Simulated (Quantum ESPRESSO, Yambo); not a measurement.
# BeTe (F-43m): G0W0 with Yambo, start to end, part 3 of 3

Aim: the G0W0 gap of BeTe (F-43m) on PBE, step by step.

Quantum ESPRESSO 7.5 and Yambo 5.3.0; PBE and many-body steps on it, plane waves. Known limits of the many-body steps: not at the basis limit; exchange with frozen shells missing; no spin-orbit coupling; coarse k mesh.

So far. Step 3 (Bands along the symmetry lines): The gap is 1.864 eV, as in the run before at this level. Step 4 (Empty states on the mesh, 4×4×4 mesh, 283 bands): On this mesh the gap is 1.864 eV.

The database entry behind the starting cell differs from later determinations by our own check (an axis about 1.5 % short against later determinations), so it need not match the best structure at ambient conditions.

## Step 6: Screening and self-energy, 4×4×4 mesh, 283 bands, screening to 217.7 eV

G0W0 replaces the xc potential by the self-energy, built once from these orbitals. Only a window of levels is corrected, while the sums run over the empty bands that the input names.

This step: G0W0 on PBE, plane waves, norm-conserving pseudopotentials.

gw3.in

```
HF_and_locXC
gw0
dyson
ppa
em1d
rim_cut
RandQpts= 1000000
RandGvec= 1 RL
EXXRLvcs= 76 Ry
VXCRLvcs= 304 Ry
Chimod= "HARTREE"
% BndsRnXp
 1 | 283 |
%
NGsBlkXp= 16 Ry
% LongDrXp
 1 | 1 | 1 |
%
% GbndRnge
 1 | 283 |
%
DysSolver= "n"
ExtendOut
PPAPntXp= 27.21138 eV
% QPkrange
 1 | 1 | 9 | 12 |
 7 | 7 | 9 | 12 |
%
```

On the command line:

```sh
$ OMP_NUM_THREADS=1 mpirun -n 4 yambo -F gw3.in -J gw3 -C gw3 > gw3.log
```

The log of the run:

```text
 Yambo, version 5.3.0

 [02] CORE Variables Setup
 =========================

  [... cell, symmetries and grids as in the set-up ...]

  [02.05] Energies & Occupations
  ==============================

  [X] === General ===
  [X] Electronic Temperature                        :  0.000000  0.000000 [eV K]
  [X] Bosonic    Temperature                        :  0.000000  0.000000 [eV K]
  [X] Finite Temperature mode                       : no
  [X] El. density                                   :  0.47050E+24 [cm-3]
  [X] Fermi Level                                   :  8.437427 [eV]

  [X] === Gaps and Widths ===
  [X] Conduction Band Min                           :  1.864207 [eV]
  [X] Valence Band Max                              :  0.000000 [eV]
  [X] Filled Bands                                  :  10
  [X] Empty Bands                                   :   11  283
  [X] Direct Gap                                    :  3.605898 [eV]
  [X] Direct Gap localized at k                     :  1
  [X] Indirect Gap                                  :  1.864207 [eV]
  [X] Indirect Gap between kpts                     :   1   7
  [X] Last valence band width                       :  3.441678 [eV]
  [X] 1st conduction band width                     :  3.469896 [eV]

 [03] Transferred momenta grid and indexing
 ==========================================

 IBZ Q-points                                      :   8
 BZ  Q-points                                      :   64

 K/Q-points units:
 rlu = crystal or reduced units; cc = cartesian coordinates; iku = interal k-units

 Q [1]          [rlu]:  0.000000  0.000000  0.000000
 Q [2]          [rlu]: -0.61447E-17 -0.61447E-17  0.25000
 Q [3]          [rlu]:  0.12289E-16  0.12289E-16 -0.50000
 Q [4]          [rlu]:  0.22146E-16  0.25000      0.25000
 Q [5]          [rlu]: -0.24636E-16  0.25000      0.50000
 Q [6]          [rlu]:  0.12289E-16  0.25000     -0.25000
 Q [7]          [rlu]: -0.44291E-16 -0.50000     -0.50000
 Q [8]          [rlu]:  0.250000 -0.500000 -0.250000

 [04] Coloumb potential Random Integration (RIM)
 ===============================================

  [04.01] RIM initialization
  ==========================

  * Diagonal components only detected *

  8 x (sBL volume)        :  0.108090 [a.u.]
  sBZ random points       :  1000000
  Points outside the sBZ  :   7987327
  RL volume               :  0.864716 [a.u.]
  Integrated volume       :  0.866088 [a.u.]

  [04.02] RIM integrals
  =====================

  Gamma point sphere radius             :  0.086406 [a.u.]
  Points outside the sphere             :   799513
  [Int_sBZ(q=0) 1/q^2]*(Vol_sBZ)^(-1/3) =:  7.764325
                                 should be <:  7.795600

  Summary of Coulomb integrals for non-metallic bands |Q|[au] RIM/Bare

  Q [1] 0.100000E-4 0.995988 * Q [2] 0.259879 1.065884
  Q [4] 0.300083 1.064810 * Q [6] 0.424381 1.027704
  Q [5] 0.497631 1.020409 * Q [3] 0.519759 1.018308
  Q [7] 0.600166 1.014905 * Q [8] 0.671006 1.011860

 [05] Dipoles
 ============

  [05.01] Setup: observables and procedures
  =========================================

 [06] Dynamic Dielectric Matrix (PPA)
 ====================================

 [WR./gw3//ndb.pp]---------------------------------------------------------------
  Brillouin Zone Q/K grids (IBZ/BZ)                :    8   64    8   64
  RL vectors                                       :   3943 [WF]
  Coulomb cutoff potential                         : none
  Electronic Temperature                           :  0.000000 [K]
  Bosonic    Temperature                           :  0.000000 [K]
  PPA    diel. fun.  energies                      : Perdew, Burke & Ernzerhof(X)+Perdew, Burke & Ernzerhof(C)
  wavefunctions                                    : Perdew, Burke & Ernzerhof(X)+Perdew, Burke & Ernzerhof(C)
  Global Gauge                                     : length
  X matrix size                                    :   339
  X band range                                     :    1  283
  X e/h energy range                               : -1.000000 -1.000000 [eV]
  X Time ordering                                  : R
  X Hxc Kernel                                     : HARTREE
  X Drude frequency                                :  0.000000  0.000000
  X poles                                          :  100.0000 [o/o]
  RL vectors in the sum                            :   3943
  [r,Vnl] included                                 : yes
  Field direction                                  :  0.577350E-5  0.577350E-5  0.577350E-5
  BZ energy Double Grid                            : no
  BZ energy DbGd points                            : 0
  BZ Q point size factor                           : -1.000000
  X Optical Averaged directions                    : none

 [07] Local Exchange-Correlation + Non-Local Fock
 ================================================

 [VXC] Plane waves :  25749
 [EXS] Plane waves :   3215

 QP @ state[ 1 ] K range:  1  1
 QP @ state[ 1 ] b range:   9  12
 QP @ state[ 2 ] K range:   7   7
 QP @ state[ 2 ] b range:   9  12

 [xc] Functional : Perdew, Burke & Ernzerhof(X)+Perdew, Burke & Ernzerhof(C)
 [xc] LIBXC used to calculate xc functional
  PP Number of Atomic Species                      :  2
  NLCC RL compoments                               :  25749
  PP Number of Atomic Species                      :  2
  NLCC RL compoments                               :  25749

 [xc] E_xc :  -12.33430 [Ha]
      E_xc :  -24.66860 [Ry]

  Local XC kind (lXC) : Perdew, Burke & Ernzerhof(X)+Perdew, Burke & Ernzerhof(C)
  Non-Local XC kind (nlXC) : Hartree-Fock

  Corrections @ K [1] :  [eV]
 <9|nlXC|9> = -15.32537 -0.65840E-17 <9|lXC|9> = -12.66958 -0.75527E-15
 <10|nlXC|10> = -15.32525  0.26063E-17 <10|lXC|10> = -12.66958  0.18881E-15
 <11|nlXC|11> = -5.826542 -0.23834E-18 <11|lXC|11> = -10.43606  0.37369E-19
 <12|nlXC|12> = -5.826787  0.31771E-17 <12|lXC|12> = -10.43606  0.18882E-15

  Corrections @ K [7] :  [eV]
 <9|nlXC|9> = -14.87692  0.81457E-17 <9|lXC|9> = -11.44079 -0.14023E-19
 <10|nlXC|10> = -14.87696 -0.11399E-16 <10|lXC|10> = -11.44079 -0.94408E-16
 <11|nlXC|11> = -5.042728 -0.53954E-17 <11|lXC|11> = -8.978121 -0.36514E-16
 <12|nlXC|12> = -5.563483 -0.15817E-17 <12|lXC|12> = -9.758901  0.59003E-16

 [08] Dyson equation: Newton solver
 ==================================

  [08.01] G0W0 (W PPA)
  ====================

  [  GW  ] Bands range     :    1  283
  [GW/PPA] G damping       :  0.100000 [eV]

  QP @ state[ 1 ] K range:  1  1
  QP @ state[ 1 ] b range:   9  12
  QP @ state[ 2 ] K range:   7   7
  QP @ state[ 2 ] b range:   9  12

   Sc/G bands                                       :    1  283
   Sc/G damping                                     :  0.100000 ev
   Sc bands terminator                              : no
   Sx RL components                                 :   3215

   QP @ state[ 1 ] K range                          :  1  1
   QP @ state[ 1 ] b range                          :   9  12
   QP @ state[ 2 ] K range                          :   7   7
   QP @ state[ 2 ] b range                          :   9  12
   GF energies kind                                 : Perdew, Burke & Ernzerhof(X)+Perdew, Burke & Ernzerhof(C)
   GF WF`s kind                                     : Perdew, Burke & Ernzerhof(X)+Perdew, Burke & Ernzerhof(C)
   Xs energies kind                                 : Perdew, Burke & Ernzerhof(X)+Perdew, Burke & Ernzerhof(C)
   Xs WF`s kind                                     : Perdew, Burke & Ernzerhof(X)+Perdew, Burke & Ernzerhof(C)

 [11] Game Over & Game summary
```

Run time: 3.8 min. Hardware: 4 MPI ranks of Arm Neoverse V2, shared host; peak memory 2.1 GiB.

This step gave:

```
G0W0 gap on the points computed              : 3.311 eV
starting gap on the mesh                     : 1.864 eV
k of the valence top                         : 0, 0, 0
k of the conduction bottom                   : 0, -0.5, -0.5
least direct G0W0 gap on the computed points : 5.299 eV
Z at the valence top                         : 0.8083
Z at the conduction bottom                   : 0.8203
```

The gap on the mesh goes from 1.86 eV to 3.31 eV, a correction of +1.45 eV.

Limits: finite bands, cutoff and mesh; exchange with frozen shells missing; no spin-orbit coupling; coarse k mesh. v1 is the top filled band, c1 the lowest empty one. Levels before and after the correction, in eV, zero at the valence-band top of each column:

|  | conduction bottom | valence top |
| --- | --- | --- |
| Kohn-Sham | 1.86 | 0.00 |
| G0W0 | 3.31 | 0.00 |

|  | level | energy (eV) |
| --- | --- | --- |
| Kohn-Sham | Γ v2-v1 | 0.000 |
| Kohn-Sham | Γ c1-c2 | 3.606 |
| Kohn-Sham | (0 -0.5 -0.5) v2-v1 | -2.823 |
| Kohn-Sham | (0 -0.5 -0.5) c1 | 1.864 |
| Kohn-Sham | (0 -0.5 -0.5) c2 | 2.622 |
| G0W0 | Γ v2-v1 | 0.000 |
| G0W0 | Γ c1-c2 | 5.299 |
| G0W0 | (0 -0.5 -0.5) v2-v1 | -2.806 |
| G0W0 | (0 -0.5 -0.5) c1 | 3.311 |
| G0W0 | (0 -0.5 -0.5) c2 | 4.223 |

## Step 7: Where the time went

Times are wall times on the hardware named with each run, good to a factor of about two.

| step | time | share | memory (GiB) |
| --- | --- | --- | --- |
| ground state | 4 s | 2 % | 0.22 |
| bands along the symmetry lines | 3.8 s | 1 % | 0.21 |
| empty states on the mesh | 19 s | 8 % | 0.53 |
| conversion and set-up | 1.9 s | 1 % | 0.24 |
| screening and self-energy | 3.8 min | 89 % | 2.1 |

## Step 8: Results

| Property | Result |
| --- | --- |
| PBE gap | 1.86 eV, indirect |
| G0W0 gap on the mesh | 3.31 eV |
| GW settings | 4×4×4 mesh, 283 bands, screening to 217.7 eV, Godby-Needs plasmon pole |
| known limits | not at the basis limit; exchange with frozen shells missing; no spin-orbit coupling; coarse k mesh |

**Reading.** G0W0 moves the gap on the mesh from 1.86 eV to 3.31 eV (+1.45 eV), with Z of 0.81 and 0.82 at the edges. Only 2 of the mesh's irreducible points were corrected, so a valley elsewhere could overtake. The dearest step here is «screening and self-energy». Bands and cutoff are finite, so the gap is not at the basis limit. The miss can reach some tenths of an eV and take either sign; the mesh is an error of its own. In the G0W0 run levels were corrected at 2 k points alone, so a gap called «on the mesh» is the least over those, and an edge elsewhere would be missed. The 4×4×4 mesh is coarse for this cell, which bears on the long-range parts of exchange and screening. The norm-conserving file of at least one element keeps a d shell over frozen s and p shells of the same row. Exchange with those shells is missing from the self-energy, an error of 0.3 to 0.9 eV in cases checked, whose sign depends on which edge lies on those atoms. The many-body steps are scalar-relativistic: spin-orbit coupling is not in them.

[Paths, hosts, dates, memory and timing lines, banners, echoed tables and standing remarks are left out of the program output.]

[Logs are printed without paths, hosts, clocks, repeated set-up lines and the standing remarks that a program may print on its own settings, such as how far it seeks lower states.]

[Runs of the session that timed out or met a known fault of the program may be left out.]

[Hosts, paths, dates, database ids (printed as entryN), source tags and the programs' standing remarks are cut or masked in the printed files.]
